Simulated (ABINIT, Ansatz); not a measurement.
# SrO (Fm-3m): third-order response

Aim: Raman and infrared lines of SrO (Fm-3m).

Program: ABINIT 10.8.3. Level of theory: DFT LDA, scalar-relativistic, plane waves, PseudoDojo norm-conserving pseudopotentials. Results are calculated unless marked as measured.

Report form: the programs' logs are mostly left out.

The database entry behind the starting cell differs from later determinations by our own check (about 0.5 % short), so it need not match the best structure at ambient conditions.

## (1) Starting point

Symmetry: Fm-3m, No. 225, cubic system. Conventional cell: a = 5.061 Å, b = 5.061 Å, c = 5.061 Å, α = 90.00°, β = 90.00°, γ = 90.00°. Nearest to Sr lie 6 O at 2.53 Å. O has 6 Sr at 2.53 Å nearest. Farther neighbours and most contacts between anions are not listed.

## (2) Relaxing the cell and atoms

The harmonic expansion needs vanishing forces, and a free crystal bears no stress, so cell and atoms are brought to rest. Stress is more sensitive to the basis than forces are: the last 3 Ha under the cutoff are smoothed with ecutsm, and the cutoff is raised above that of the later runs.

The starting cell comes from a relaxation made beforehand in Ansatz (LDA, PseudoDojo NC).

The input, relax.abi:

```
# relaxation
ionmov 2
optcell 2
dilatmx 1.08
ntime 40
tolmxf 1.0d-05
tolvrs 1.0d-14
prtwf 0
prtden 0
chksymtnons 0

# basis, mesh and filling
ecut 44.0
ecutsm 3.0
ngkpt 8 8 8
nshiftk 1
shiftk 0.0 0.0 0.0
istwfk *1
occopt 1
nband 8
nstep 100
diemac 9.0
prtebands 0
prtgsr 0

# cell and atoms
acell 3*1.0 Angstrom
rprim 
    0.0 2.530600115 2.530600115
    2.530600115 0.0 2.530600115
    2.530600115 2.530600115 0.0
ntypat 2
znucl 38 8
natom 2
typat 1 2
xred 
    0.5 0.5 0.5
    0.0 0.0 0.0
pp_dirpath "./pseudo"
pseudos "Sr.upf, O.upf"
```

Launch:

```
$ OMP_NUM_THREADS=1 mpirun -n 4 abinit relax.abi > relax.log
```

Run time: 41 s. Hardware: 4 MPI ranks of Intel Xeon at 2.70GHz, shared host.

Little changed from the start: no atom moved by 0.005 Å and no cell edge by 0.1 %.

Numbers from this step:

```
volume per atom : 16.20 Å³
pressure        : 2.06e-6 GPa
```

## (3) Self-consistent run for the response

First-order wavefunctions inherit every error of the ground state, hence the very tight tolvrs. The mesh is shifted off Γ, since shifted meshes converge sums over the zone faster.

The input, gs.abi:

```
# ground state
tolvrs 1.0d-16
prtden 1
prtwf 1

# basis, mesh and filling
ecut 36.0
ngkpt 6 6 6
nshiftk 4
shiftk 
    0.5 0.5 0.5
    0.5 0.0 0.0
    0.0 0.5 0.0
    0.0 0.0 0.5
istwfk *1
occopt 1
nband 8
nstep 100
diemac 9.0
prtebands 0
prtgsr 0

# cell and atoms
acell 3*1.0 Angstrom
rprim 
    0.0 2.530481375 2.530481375
    2.530481375 0.0 2.530481375
    2.530481375 2.530481375 0.0
ntypat 2
znucl 38 8
natom 2
typat 1 2
xred 
    0.5 0.5 0.5
    0.0 0.0 0.0
pp_dirpath "./pseudo"
pseudos "Sr.upf, O.upf"
```

Launch:

```
$ OMP_NUM_THREADS=1 mpirun -n 4 abinit gs.abi > gs.log
```

Wall time 17 s (4 MPI ranks).

Read from the output:

| Quantity | Value |
| --- | --- |
| pressure | -0.5818 GPa |

The cell stands at -0.58 GPa: the relaxation ran with a smoothed and higher cutoff and on another k mesh.

## (4) Empty bands

Empty bands on the ground state's density check that the gap assumed so far is there in this cell.

The input, gap.abi:

```
# empty bands on the ground state's density
iscf -2
getden_filepath "gso_DEN"
tolwfr 1.0d-12
nbdbuf 2
prtwf 0

# basis, mesh and filling
ecut 36.0
ngkpt 8 8 8
nshiftk 1
shiftk 0.0 0.0 0.0
istwfk *1
occopt 1
nband 12
nstep 100
diemac 9.0
prtebands 0
prtgsr 0

# cell and atoms
acell 3*1.0 Angstrom
rprim 
    0.0 2.530481375 2.530481375
    2.530481375 0.0 2.530481375
    2.530481375 2.530481375 0.0
ntypat 2
znucl 38 8
natom 2
typat 1 2
xred 
    0.5 0.5 0.5
    0.0 0.0 0.0
pp_dirpath "./pseudo"
pseudos "Sr.upf, O.upf"
```

Launch:

```
$ OMP_NUM_THREADS=1 mpirun -n 4 abinit gap.abi > gap.log
```

Wall time 9.9 s (4 MPI ranks).

Read from the output:

```
gap on the k-mesh : 3.131 eV
```

In this cell the gap on the mesh is 3.1 eV, indirect (smallest direct 3.2 eV), so fixed occupations hold.

## (5) Linear response at Γ

The derivative of the wavefunctions by k comes first, since the response to a field is built on it; then the field and the displacements that symmetry doesn't supply are solved at q = 0. By the 2n+1 theorem the first-order wavefunctions also give third derivatives: Raman tensors and the non-linear susceptibility.

It reads the wavefunctions written in step 3.

The input, dfpt_gamma.abi:

```
ndtset 3

# common to the responses
getwfk_filepath "gso_WFK"
kptopt 2
nqpt 1
qpt 0.0 0.0 0.0
asr 0
chneut 0

# d/dk
rfelfd1 2
rfdir1 1 1 1
iscf1 -3
tolwfr1 1.0d-20

# displacements, field
rfphon2 1
rfatpol2 1 2
rfdir2 1 1 1
rfelfd2 3
getddk2 1
tolvrs2 1.0d-10
prepanl2 1
prtden2 1

# third order
optdriver3 5
getden_filepath3 "gso_DEN"
get1den3 2
get1wf3 2
getddk3 1
d3e_pert1_elfd3 1
d3e_pert1_phon3 1
d3e_pert1_atpol3 1 2
d3e_pert1_dir3 1 1 1
d3e_pert2_elfd3 1
d3e_pert2_dir3 1 1 1
d3e_pert3_elfd3 1
d3e_pert3_dir3 1 1 1
usepead3 1
tolvrs3 1.0d-10

# basis, mesh and filling
ecut 36.0
ngkpt 6 6 6
nshiftk 4
shiftk 
    0.5 0.5 0.5
    0.5 0.0 0.0
    0.0 0.5 0.0
    0.0 0.0 0.5
istwfk *1
occopt 1
nband 8
nstep 100
diemac 9.0
prtebands 0
prtgsr 0

# cell and atoms
acell 3*1.0 Angstrom
rprim 
    0.0 2.530481375 2.530481375
    2.530481375 0.0 2.530481375
    2.530481375 2.530481375 0.0
ntypat 2
znucl 38 8
natom 2
typat 1 2
xred 
    0.5 0.5 0.5
    0.0 0.0 0.0
pp_dirpath "./pseudo"
pseudos "Sr.upf, O.upf"
```

Launch:

```
$ OMP_NUM_THREADS=1 mpirun -n 4 abinit dfpt_gamma.abi > dfpt_gamma.log
```

Wall time 13 min (4 MPI ranks); 50 min of CPU time.

Read from the output:

```yaml
miss_of_the_charge_sum_rule: 1.73e-4 e
largest_acoustic_frequency_at_the_zone_centre_before_the_sum_rule: 2.24 cm⁻¹
highest_optical_zone_centre_mode_no_lo_to_term: 217.1 cm⁻¹
lowest_optical_zone_centre_mode: 217.1 cm⁻¹
mean_high_frequency_dielectric_constant: 3.859
largest_born_charge_in_size_third_of_the_trace: 2.475 e
```

Born charge (rows field, columns displacement), before the sum rule (e), principal values of the symmetric part by kind of site:

| atom | atoms with these values | low | middle | high | mean |
| --- | --- | --- | --- | --- | --- |
| Sr1 | 1 | 2.48 | 2.48 | 2.48 | 2.48 |
| O2 | 1 | -2.48 | -2.48 | -2.48 | -2.48 |

In full for O2:

```
-2.48  0.00  0.00
 0.00 -2.48  0.00
 0.00  0.00 -2.48
```

High-frequency dielectric tensor:

```
3.86 0.00 0.00
0.00 3.86 0.00
0.00 0.00 3.86
```

The acoustic modes at Γ come out as far as 2.2 cm⁻¹ from zero, where they should vanish, a small numerical error; the Born charges miss their sum rule by 1.7e-4 e, which is good.

## (6) Zone-centre analysis

anaddb reads the merged derivatives, imposes the acoustic sum rule and charge neutrality, and adds the LO-TO term along chosen directions.

The input, anaddb.abi:

```
ddb_filepath "gamma_DDB"
output_file "anaddb.abo"
outdata_prefix "anaddb"
asr 1
chneut 1
enunit 2
eivec 1
nph1l 1
qph1l 0.0 0.0 0.0 1.0
dieflag 1
nph2l 3
qph2l 
    1.0 0.0 0.0 0.0
    0.0 0.0 1.0 0.0
    1.0 1.0 1.0 0.0
nlflag 1
ramansr 1
alphon 1
prtmbm 1
```

The input, mrgddb.in:

```
gamma_DDB
merged
3
dfpt_gammao_DS2_DDB
dfpt_gammao_DS3_DDB
gso_DDB
```

Launch:

```
$ mrgddb < mrgddb.in > mrgddb.log
$ OMP_NUM_THREADS=1 anaddb anaddb.abi > anaddb.log
```

Run time: 1.3 s. Hardware: 1 thread.

Numbers from this step:

```
highest optical zone-centre mode (no LO-TO term) : 217.0 cm⁻¹
lowest optical zone-centre mode                  : 217.0 cm⁻¹
mean static dielectric constant                  : 18.46
highest mode moved by the LO-TO term             : 474.7 cm⁻¹
```

No LO-TO term; unit eigenvectors of the mass-weighted matrix, from anaddb's displacements. The modes at Γ (shares of kinetic energy by element, %):

| mode | frequency (cm⁻¹) | symmetry | Sr % | O % |
| --- | --- | --- | --- | --- |
| 1 | 0.0 | acoustic | 85 | 15 |
| 2 | 0.0 | acoustic | 85 | 15 |
| 3 | 0.0 | acoustic | 85 | 15 |
| 4 | 217.0 | T1u | 15 | 85 |
| 5 | 217.0 | T1u | 15 | 85 |
| 6 | 217.0 | T1u | 15 | 85 |

Displacements in mode 4 (217.0 cm⁻¹), the largest set to 1:
```
Sr1  0.00  0.00 -0.18
O2   0.00  0.00  1.00
```

Trace of the oscillator strength, degenerate modes summed. Lines of the infrared spectrum (strongest = 100):

| position (cm⁻¹) | lines merged | IR intensity, relative |
| --- | --- | --- |
| 217 | 3 | 100 |

Static dielectric tensor (ions relaxed, fixed cell):

```
18.46  0.00  0.00
 0.00 18.46  0.00
 0.00  0.00 18.46
```

The rule moves no optical mode by more than 0.1 cm⁻¹.

## (7) Cross-check with Ansatz

The same cell, potentials and cutoff go through another code, on another k mesh. Its k mesh is centred on Γ.

This step: DFT LDA, scalar-relativistic, plane waves, PseudoDojo norm-conserving pseudopotentials (Ansatz 0.2.0).

The input, input.yaml:

```yaml
crystal:
  lattice:
    - [0.0, 2.5304813747, 2.5304813747]
    - [2.5304813747, 0.0, 2.5304813747]
    - [2.5304813747, 2.5304813747, 0.0]
  atoms:
    - { symbol: Sr, position: [0.5, 0.5, 0.5] }
    - { symbol: O, position: [0.0, 0.0, 0.0] }
kpoints:
  mp_grid: { grid: [8, 8, 8] }
hamiltonian:
  xc: lda
  pseudopotentials: { kind: nc, accuracy: standard }
scf:
  occupations: { method: fixed }
output:
  eigenvalues: true
basis:
  ecutwfc: 979.61
phonons:
  method: dfpt
  dielectric: true
  rigid_motions: translations
  raman: true
```

Launch:

```
$ ansatz run input.yaml --threads 4 --pin off --max-ram 8192MiB --backend cpu --events-out ev --progress --plain --runs-dir out
```

It took 49 s on 4 threads; peak memory 0.83 GiB.

Numbers from this step:

```
gap on the k-mesh                        : 3.132 eV
sum-rule residual before enforcement     : 9.26e-4 eV/Å²
miss of the charge sum rule              : 6.58e-4 e
estimated error of the dielectric tensor : 0.009223
estimated error of the Born charges      : 0.01089 e
mean high-frequency dielectric constant  : 3.861
mean static dielectric constant          : 18.47
highest mode moved by the LO-TO term     : 474.5 cm⁻¹
```

Transverse modes. Lines of the infrared spectrum (strongest = 100):

| position (cm⁻¹) | label | IR intensity ((D/Å)²/amu), degenerate modes summed, relative |
| --- | --- | --- |
| 217 | T1u | 100 |

## (8) Side by side: ABINIT PseudoDojo and Ansatz, PseudoDojo

Numbers from this step:

```yaml
root_mean_square_difference: 0.05 cm⁻¹
largest_difference: 0.05 cm⁻¹
```

Frequencies side by side, by row:

| q (reciprocal lattice) | mode | ABINIT PseudoDojo (cm⁻¹) | Ansatz, PseudoDojo (cm⁻¹) |
| --- | --- | --- | --- |
| 0 0 0 | 1 | 0 | 0 |
| 0 0 0 | 2 | 0 | 0 |
| 0 0 0 | 3 | 0 | 0 |
| 0 0 0 | 4 | 217 | 217 |
| 0 0 0 | 5 | 217 | 217 |
| 0 0 0 | 6 | 217 | 217 |

The two runs side by side. Further quantities:

| quantity | ABINIT PseudoDojo | Ansatz, PseudoDojo |
| --- | --- | --- |
| mean ε∞ | 3.859 | 3.861 |
| largest Born charge in size (e; the first before, the second after the charge sum rule) | 2.475 | 2.475 |
| summed IR intensity ((D/Å)²/amu) | 31.35 | 31.34 |
| summed Raman activity (Å⁴/amu) | 0 | 0 |

At the zone centre the largest difference (acoustic modes at Γ apart) is 0.02 % of the highest mode.

## (9) What came out

| Item | Value |
| --- | --- |
| space group after relaxation | Fm-3m |
| volume per atom | 16.2 Å³ |
| highest optical zone-centre mode (no LO-TO term) | 217.0 cm⁻¹ |
| highest mode moved by the LO-TO term | 474.7 cm⁻¹ |
| mean high-frequency dielectric constant | 3.86 |
| largest Born charge in size (third of the trace) | 2.48 e |
| mean static dielectric constant | 18.5 |
| imaginary optical modes at the zone centre (no q mesh in this session) | none |
| largest difference from Ansatz, PseudoDojo | 0.05 cm⁻¹ |

In words: No mode is Raman active in this structure; the strongest infrared line lies at 217 cm⁻¹. At the LDA level the optical modes of SrO (Fm-3m) at the zone centre (no LO-TO term) lie at 217 cm⁻¹. The base run prints -0.58 GPa, mostly the error of a finite basis; the relaxation, with a smoothed and higher cutoff, had brought the cell to rest. Along the directions run, the highest mode that the macroscopic field moves lies at 475 cm⁻¹. Lattice motion raises the mean dielectric constant from 3.859 to 18.46. The Born charge of Sr is 2.475 e against a formal charge of +2, somewhat above it. The Lyddane-Sachs-Teller relation holds: (ωLO/ωTO)² is 4.78 and ε₀/ε∞ is 4.78. ABINIT PseudoDojo and Ansatz, PseudoDojo agree to 0.05 cm⁻¹ (0.02 % of the highest mode compared) on all solved modes but the acoustic ones at Γ, without the LO-TO term. These are harmonic frequencies at zero temperature: anharmonic shifts and linewidths and thermal expansion are left out. Ansatz warns that the cutoff lies 14 % under the one recommended for these files; agreement at one cutoff is not convergence.

[Host names and launcher messages were left out of these logs when they were recorded.]

[Logs are printed without paths, hosts, clocks, repeated set-up lines and the standing remarks that a program may print on its own settings, such as how far it seeks lower states.]

[Hosts, paths, dates, database ids (printed as entryN), source tags and the programs' standing remarks are cut or masked in the printed files.]
